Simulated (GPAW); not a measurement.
# CdS (Hawleyite): dielectric function

Aim: the dielectric function of CdS (Hawleyite), with and without local fields.

Main program and level: GPAW 26.7.0; LDA and many-body steps on it, plane waves.

Most raw output is cut from this account.

### Step 1. Starting point

It takes space group F-43m (No. 216, cubic). Conventional cell: a = 5.833 Å, b = 5.833 Å, c = 5.833 Å, α = 90.00°, β = 90.00°, γ = 90.00°. Nearest to Cd lie 4 S at 2.53 Å. Nearest to S lie 4 Cd at 2.53 Å. Farther neighbours and most contacts between anions are not listed.

As a file:

```cif
data_structure
_symmetry_space_group_name_H-M 'P 1'
_symmetry_Int_Tables_number 1
_cell_length_a 4.1246
_cell_length_b 4.1246
_cell_length_c 4.1246
_cell_angle_alpha 60.000
_cell_angle_beta 60.000
_cell_angle_gamma 60.000
_cell_volume 49.62
loop_
_atom_site_label
_atom_site_type_symbol
_atom_site_fract_x
_atom_site_fract_y
_atom_site_fract_z
_atom_site_occupancy
Cd1 Cd 0.00000 0.00000 0.00000 1
S2 S 0.25000 0.25000 0.25000 1
```

The cell and positions come from the Crystallography Open Database and are kept as given unless a step says otherwise.

### Step 2. Empty states on the mesh, 10×10×10 mesh, 65 bands

This step: GPAW 26.7.0; DFT, LDA, plane waves, PAW.

The sums over transitions need many empty states on a uniform mesh; this step solves for them.

run.py reads:

```python
import json
import numpy as np
from gpaw.mpi import world
from gpaw import GPAW

calc = GPAW('gs.gpw').fixed_density(kpts={'size': (10, 10, 10), 'gamma': True},
    nbands=75,
    convergence={'bands': 65},
    txt='nscf.txt')
calc.write('full.gpw', mode='all')
res = {}
kpts = calc.get_ibz_k_points()
res['kpts'] = kpts
res['eigenvalues'] = [calc.get_eigenvalues(kpt=k) for k in range(len(kpts))]
res['n_electrons'] = calc.get_number_of_electrons()

if world.rank == 0:
    with open('result.json', 'w') as f:
        json.dump(res, f, default=lambda x: x.tolist())
```

Run with:

```sh
$ mpirun -n 12 gpaw python run.py
```

Elapsed: 30 s, on 12 MPI ranks of Arm Neoverse V1, shared host; peak memory 1.9 GiB.

This step gave:

* gap: 0.8469 eV
* k of the valence top: 0, 0, 0
* k of the conduction bottom: 0, 0, 0
* least direct gap: 0.8469 eV
* k points computed: 47
* lowest point of the top converged band, above the valence top: 54.6804 eV

On this mesh the gap is 0.847 eV.

### Step 3. RPA response

The response function is computed on a frequency grid, with local fields up to the given cutoff.

This step: linear response, RPA, on LDA, plane waves, PAW.

run.py reads:

```python
import json
import numpy as np
from gpaw.mpi import world
from gpaw.response.df import DielectricFunction

df = DielectricFunction('full.gpw',
    ecut=50,
    nbands=65,
    eta=0.2,
    frequencies={'type': 'nonlinear', 'domega0': 0.05, 'omega2': 10.0},
    intraband=False,
    txt='df.txt')
res = {'optical': {}, 'eels': []}
for d in 'x':
    y0, y = df.get_dielectric_function(direction=d, xc='RPA', filename=None)
    res['optical'][d] = [y0.real, y0.imag, y.real, y.imag]
res['w'] = df.get_frequencies()
for q_c in [[0.1, 0, 0], [0.2, 0, 0], [0.5, 0, 0], [0.8, 0, 0], [1.2, 0, 0]]:
    res['eels'].append(df.get_eels_spectrum(q_c=q_c, xc='RPA', filename=None))

if world.rank == 0:
    with open('result.json', 'w') as f:
        json.dump(res, f, default=lambda x: x.tolist())
```

Run with:

```sh
$ mpirun -n 12 gpaw python run.py
```

It took 22 s on 12 MPI ranks; peak memory 3.2 GiB.

Numbers from this step:

```
ε at zero frequency           : 6.916
the same without local fields : 7.543
```

The static value is 6.92.

The ε₂ has structure finer than the step of the table below, so its rows give means over 1 eV, whole bins alone (the curve runs from 0 to 39.8 eV). Peaks (eV: height): xx, no local fields 5.8: 8.66; xx, local fields 4.0: 5.04, 5.8: 6.59.

RPA, broadening 0.2 eV. The ε₂ by photon energy; means over each step:

```
photon energy (eV)  xx, no local fields  xx, local fields
                 1                 1.21              1.21
                 2                 2.01              1.99
                 3                 3.29              3.15
                 4                 4.95              4.64
                 5                 5.83              4.90
                 6                 7.77              5.87
                 7                 7.03              4.84
                 8                 5.22              4.62
                 9                 2.59              2.68
                10                 1.81              1.71
                11                 1.63              1.46
                12                 1.23              1.24
                13                0.925             0.972
                14                0.954             0.940
                15                0.687             0.710
                16                0.566             0.542
                17                0.516             0.555
                18                0.380             0.505
                19                0.396             0.457
                20                0.420             0.484
                21                0.304             0.395
                22                0.267             0.344
                23                0.233             0.310
                24                0.227             0.303
                25                0.185             0.280
                26                0.180             0.276
                27                0.174             0.261
                28                0.155             0.212
                29                0.167             0.194
                30                0.154             0.190
                31                0.122             0.153
                32                0.143             0.148
                33                0.143             0.130
                34                0.136             0.114
                35                0.159             0.116
                36                0.179             0.150
                37                0.127             0.133
                38                0.107            0.0993
                39                0.111             0.102
```

Optical limit, local fields. Table of loss function, xx by energy loss; read off at these points:

energy loss (eV), loss function, xx and a bar:
```
      0.0       0.00 
      1.0       0.03 #
      2.0       0.04 #
      3.0       0.06 #
      4.0       0.10 ##
      5.0       0.11 ##
      6.0       0.15 ###
      7.0       0.19 ####
      8.0       0.22 ####
      9.0       0.33 ######
     10.0       0.54 ##########
     11.0       0.69 #############
     12.0       0.82 ################
     13.0       1.04 ####################
     13.4       1.19 #######################
     14.0       0.98 ###################
     15.0       1.41 ###########################
     15.4       1.57 ##############################
     16.0       1.55 ##############################
     17.0       1.16 ######################
     18.0       1.14 ######################
     19.0       0.98 ###################
     20.0       1.02 ####################
     20.2       1.08 #####################
     21.0       0.98 ###################
     22.0       0.81 ################
     23.0       0.74 ##############
     24.0       0.65 ############
     25.0       0.60 ###########
     26.0       0.56 ###########
     27.0       0.55 ###########
     28.0       0.45 #########
     29.0       0.38 #######
     30.0       0.38 #######
     31.0       0.29 ######
     32.0       0.27 #####
     33.0       0.23 ####
     34.0       0.19 ####
     35.0       0.17 ###
     36.0       0.22 ####
     37.0       0.21 ####
     38.0       0.15 ###
     39.0       0.15 ###
```

RPA, local fields; q along the first reciprocal vector. The -Im 1/eps(q) by energy loss; read off at these points:

```
energy loss (eV)  q = 0.187 1/A  q = 0.373 1/A  q = 0.933 1/A  q = 1.493 1/A  q = 2.239 1/A
             0.0              0              0              0              0              0
             1.0        0.00545        0.00285        0.00117        0.00105         5.8e-4
             2.0         0.0386         0.0142        0.00273        0.00533        0.00203
             3.0         0.0456         0.0416        0.00734         0.0124        0.00743
             4.0         0.0958         0.0665         0.0164         0.0215         0.0144
             5.0          0.114          0.115         0.0329         0.0367         0.0324
             6.0          0.160          0.129         0.0801         0.0446         0.0453
             7.0          0.183          0.188          0.130         0.0778         0.0605
             8.0          0.195          0.192          0.166          0.104         0.0634
             9.0          0.320          0.311          0.184          0.119         0.0708
            10.0          0.547          0.508          0.295          0.157         0.0759
            11.0          0.647          0.580          0.333          0.193         0.0971
            12.0          0.744          0.674          0.510          0.212          0.105
            13.0          0.974          0.891          0.433          0.243          0.106
            13.4           1.07          0.909          0.402          0.214         0.0965
            14.0          0.876          0.825          0.422          0.244          0.116
            15.0           1.29           1.07          0.575          0.265          0.117
            15.2           1.36           1.13          0.579          0.259          0.114
            16.0           1.25           1.12          0.655          0.283          0.123
            16.2           1.20           1.17          0.702          0.307          0.128
            17.0           1.02           1.08          0.885          0.325          0.155
            18.0          0.961           1.03          0.906          0.427          0.157
            18.2          0.950          0.997          0.952          0.453          0.159
            19.0          0.813          0.866          0.848          0.540          0.197
            20.0          0.901          0.917          0.882          0.567          0.200
            20.8          0.954          0.921          0.817          0.551          0.215
            21.0          0.937          0.923          0.829          0.548          0.209
            22.0          0.774          0.793          0.852          0.548          0.230
            23.0          0.748          0.775          0.840          0.635          0.243
            24.0          0.660          0.669          0.703          0.614          0.258
            24.8          0.610          0.638          0.716          0.676          0.295
            25.0          0.588          0.618          0.711          0.673          0.314
            26.0          0.517          0.493          0.585          0.586          0.313
            27.0          0.525          0.491          0.504          0.604          0.345
            28.0          0.438          0.391          0.436          0.550          0.316
            29.0          0.404          0.380          0.382          0.480          0.378
            30.0          0.413          0.415          0.408          0.501          0.428
            31.0          0.318          0.326          0.353          0.427          0.399
            32.0          0.301          0.306          0.301          0.365          0.347
            33.0          0.274          0.288          0.300          0.350          0.356
            34.0          0.233          0.249          0.275          0.307          0.326
            35.0          0.217          0.235          0.268          0.284          0.327
            36.0          0.285          0.291          0.320          0.330          0.316
            36.6          0.335          0.338          0.359          0.360          0.329
            37.0          0.295          0.303          0.334          0.327          0.319
            38.0          0.213          0.219          0.258          0.252          0.280
            39.0          0.228          0.232          0.252          0.248          0.258
```

### Step 4. ALDA response

This step: linear response, ALDA, on LDA, plane waves, PAW.

run.py, as its differences from that of step 3:

```diff
@@ -14,7 +14,7 @@
 for d in 'x':
-    y0, y = df.get_dielectric_function(direction=d, xc='RPA', filename=None)
+    y0, y = df.get_dielectric_function(direction=d, xc='ALDA', filename=None)
     res['optical'][d] = [y0.real, y0.imag, y.real, y.imag]
 res['w'] = df.get_frequencies()
-for q_c in [[0.1, 0, 0], [0.2, 0, 0], [0.5, 0, 0], [0.8, 0, 0], [1.2, 0, 0]]:
-    res['eels'].append(df.get_eels_spectrum(q_c=q_c, xc='RPA', filename=None))
+for q_c in [[0.5, 0, 0]]:
+    res['eels'].append(df.get_eels_spectrum(q_c=q_c, xc='ALDA', filename=None))
```

Run with:

```sh
$ mpirun -n 12 gpaw python run.py
```

Run time: 7.2 s. Hardware: 12 MPI ranks; peak memory 3.3 GiB; 80 s of CPU time.

Numbers from this step:

* ε at zero frequency: 7.218
* the same without local fields: 7.543

The static value is 7.22.

The ε₂ has structure finer than the step of the table below, so its rows give means over 1 eV, whole bins alone (the curve runs from 0 to 39.8 eV). Peaks (eV: height): xx, no local fields 5.8: 8.66; xx, local fields 4.0: 5.48, 5.8: 6.86, 7.4: 5.59.

ALDA, broadening 0.2 eV. The ε₂ by photon energy; means over each step:

```
photon energy (eV)  xx, no local fields  xx, local fields
                 1                 1.21              1.26
                 2                 2.01              2.12
                 3                 3.29              3.45
                 4                 4.95              5.02
                 5                 5.83              5.29
                 6                 7.77              6.12
                 7                 7.03              5.10
                 8                 5.22              4.70
                 9                 2.59              2.65
                10                 1.81              1.75
                11                 1.63              1.53
                12                 1.23              1.26
                13                0.925             0.944
                14                0.954             0.941
                15                0.687             0.687
                16                0.566             0.540
                17                0.516             0.561
                18                0.380             0.498
                19                0.396             0.455
                20                0.420             0.488
                21                0.304             0.394
                22                0.267             0.351
                23                0.233             0.312
                24                0.227             0.302
                25                0.185             0.267
                26                0.180             0.251
                27                0.174             0.230
                28                0.155             0.187
                29                0.167             0.181
                30                0.154             0.171
                31                0.122             0.132
                32                0.143             0.134
                33                0.143             0.124
                34                0.136             0.113
                35                0.159             0.121
                36                0.179             0.159
                37                0.127             0.132
                38                0.107             0.101
                39                0.111             0.104
```

### Step 5. RPA response, local-field cutoff (10×10×10 mesh, 65 bands, screening to 15 eV, broadening 0.2 eV)

This step: linear response, RPA, on LDA, plane waves, PAW.

run.py, as its differences from that of step 4:

```diff
@@ -6,3 +6,3 @@
 df = DielectricFunction('full.gpw',
-    ecut=50,
+    ecut=15,
     nbands=65,
@@ -14,3 +14,3 @@
 for d in 'x':
-    y0, y = df.get_dielectric_function(direction=d, xc='ALDA', filename=None)
+    y0, y = df.get_dielectric_function(direction=d, xc='RPA', filename=None)
     res['optical'][d] = [y0.real, y0.imag, y.real, y.imag]
@@ -18,3 +18,3 @@
 for q_c in [[0.5, 0, 0]]:
-    res['eels'].append(df.get_eels_spectrum(q_c=q_c, xc='ALDA', filename=None))
+    res['eels'].append(df.get_eels_spectrum(q_c=q_c, xc='RPA', filename=None))
```

Run with:

```sh
$ mpirun -n 12 gpaw python run.py
```

It took 7.9 s on 12 MPI ranks; peak memory 2.9 GiB.

This step gave:

| Item | Value |
| --- | --- |
| ε at zero frequency | 7.027 |
| the same without local fields | 7.543 |

The static value is 7.03.

### Step 6. RPA response, fewer bands (10×10×10 mesh, 11 bands, screening to 50 eV, broadening 0.2 eV)

run.py, as its differences from that of step 5:

```diff
@@ -6,4 +6,4 @@
 df = DielectricFunction('full.gpw',
-    ecut=15,
-    nbands=65,
+    ecut=50,
+    nbands=11,
     eta=0.2,
@@ -17,3 +17,3 @@
 res['w'] = df.get_frequencies()
-for q_c in [[0.5, 0, 0]]:
+for q_c in []:
     res['eels'].append(df.get_eels_spectrum(q_c=q_c, xc='RPA', filename=None))
```

Run with:

```sh
$ mpirun -n 12 gpaw python run.py
```

Wall time 4.2 s (12 MPI ranks); peak memory 1.8 GiB; 45 s of CPU time.

This step gave:

* ε at zero frequency: 6.155
* the same without local fields: 6.433

### Step 7. RPA response, scissors (10×10×10 mesh, 65 bands, screening to 50 eV, broadening 0.2 eV)

run.py, as its differences from that of step 6:

```diff
@@ -7,3 +7,3 @@
     ecut=50,
-    nbands=11,
+    nbands=65,
     eta=0.2,
@@ -11,2 +11,3 @@
     intraband=False,
+    eshift=1.5,
     txt='df.txt')
```

Run with:

```sh
$ mpirun -n 12 gpaw python run.py
```

The job ended after 5.4 s (12 MPI ranks; peak memory 3.3 GiB).

Numbers from this step:

```yaml
eps_at_zero_frequency: 5.193
the_same_without_local_fields: 5.664
```

The static value is 5.19.

The ε₂ has structure finer than the step of the table below, so its rows give means over 2 eV, whole bins alone (the curve runs from 0 to 39.8 eV). Peaks (eV: height): xx, no local fields 7.4: 8.52; xx, local fields 5.6: 5.09, 7.2: 6.53, 9.0: 5.43.

RPA, broadening 0.2 eV. The ε₂ by photon energy; means over each step:

```
photon energy (eV)  xx, no local fields  xx, local fields
                 2                0.749             0.745
                 4                 2.67              2.60
                 6                 5.40              4.81
                 8                 7.43              5.40
                10                 3.91              3.71
                12                 1.72              1.61
                14                 1.08              1.13
                16                0.822             0.840
                18                0.544             0.560
                20                0.389             0.492
                22                0.363             0.450
                24                0.251             0.336
                26                0.206             0.300
                28                0.178             0.278
                30                0.161             0.210
                32                0.139             0.178
                34                0.143             0.143
                36                0.148             0.117
                38                0.154             0.143
```

### Step 8. RPA response, more bands than the file holds (10×10×10 mesh, 195 bands, screening to 30 eV, broadening 0.2 eV)

run.py, as its differences from that of step 7:

```diff
@@ -6,4 +6,4 @@
 df = DielectricFunction('full.gpw',
-    ecut=50,
-    nbands=65,
+    ecut=30,
+    nbands=195,
     eta=0.2,
@@ -11,3 +11,2 @@
     intraband=False,
-    eshift=1.5,
     txt='df.txt')
```

Run with:

```sh
$ mpirun -n 12 gpaw python run.py
```

Elapsed: 12 s, on 12 MPI ranks; peak memory 1.6 GiB.

The run stopped with an error after 12 s.

The fault put into this input: more bands than the file holds.

### Step 9. The runs together

Times are wall times on 12 MPI ranks of Arm Neoverse V1, shared host, good to a factor of about two.

```
                                                                                              run  ε(0)  without local fields   time
                                                                                     RPA response  6.92                  7.54   22 s
                                                                                    ALDA response  7.22                  7.54  7.2 s
RPA response, local-field cutoff (10×10×10 mesh, 65 bands, screening to 15 eV, broadening 0.2 eV)  7.03                  7.54  7.9 s
       RPA response, fewer bands (10×10×10 mesh, 11 bands, screening to 50 eV, broadening 0.2 eV)  6.15                  6.43  4.2 s
          RPA response, scissors (10×10×10 mesh, 65 bands, screening to 50 eV, broadening 0.2 eV)  5.19                  5.66  5.4 s
```

### Step 10. Summary of results

| Item | Value |
| --- | --- |
| RPA response | ε(0) 6.92 |
| ALDA response | ε(0) 7.22 |
| RPA response, local-field cutoff (10×10×10 mesh, 65 bands, screening to 15 eV, broadening 0.2 eV) | ε(0) 7.03 |
| RPA response, fewer bands (10×10×10 mesh, 11 bands, screening to 50 eV, broadening 0.2 eV) | ε(0) 6.15 |
| RPA response, scissors (10×10×10 mesh, 65 bands, screening to 50 eV, broadening 0.2 eV) | ε(0) 5.19 |

In words: In the optical limit the electronic ε(0) is 6.92, against 7.54 without local fields. ALDA response: ε(0) = 7.22. RPA response, local-field cutoff (10×10×10 mesh, 65 bands, screening to 15 eV, broadening 0.2 eV): ε(0) = 7.03. RPA response, fewer bands (10×10×10 mesh, 11 bands, screening to 50 eV, broadening 0.2 eV): ε(0) = 6.15. RPA response, scissors (10×10×10 mesh, 65 bands, screening to 50 eV, broadening 0.2 eV): ε(0) = 5.19. ε(0) converges slowly with a Γ-centred mesh, and this one is not shown settled. Unless a shift is named, the levels are those of the density functional, and only a kernel with a long-range part can bind an exciton.

[Paths, hosts, dates, memory and timing lines, banners, echoed tables and standing remarks are left out of the program output.]

[Logs are printed without paths, hosts, clocks, repeated set-up lines and the standing remarks that a program may print on its own settings, such as how far it seeks lower states.]

[Runs of the session that timed out or met a known fault of the program may be left out.]

[Hosts, paths, dates, database ids (printed as entryN), source tags and the programs' standing remarks are cut or masked in the printed files.]
